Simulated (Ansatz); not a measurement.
Cd:

```xyz
2
Lattice="2.9789 0.0000 0.0000 -1.4894 2.5798 0.0000 0.0000 0.0000 5.6177" Properties=species:S:1:pos:R:3 pbc="T T T"
Cd    1.4894    0.8599    4.2132
Cd    0.0000    1.7199    1.4044
```

Base run:

- Program: Ansatz 0.2.0
- Functional: PBEsol
- Potentials or basis: all-electron LAPW, scalar-relativistic
- Cutoff: 224 eV
- Density cutoff: 895 eV
- Basis error allowed: 0.001 eV/atom
- k mesh: 10 × 10 × 5
- Occupations: fermi-dirac, width 0.05 eV
- Spin: no spin polarisation

Its results: pressure -1.6 GPa.

**Question.** The run is repeated on the same cell with these changes: potentials or basis from all-electron LAPW, scalar-relativistic to all-electron LAPW, non-relativistic. What comes out?

**Answer.** Pressure 2.0 GPa.

Caveats: relativity is left out, which matters for the heavier elements (some runs).

Not every run made on this cell is shown here.
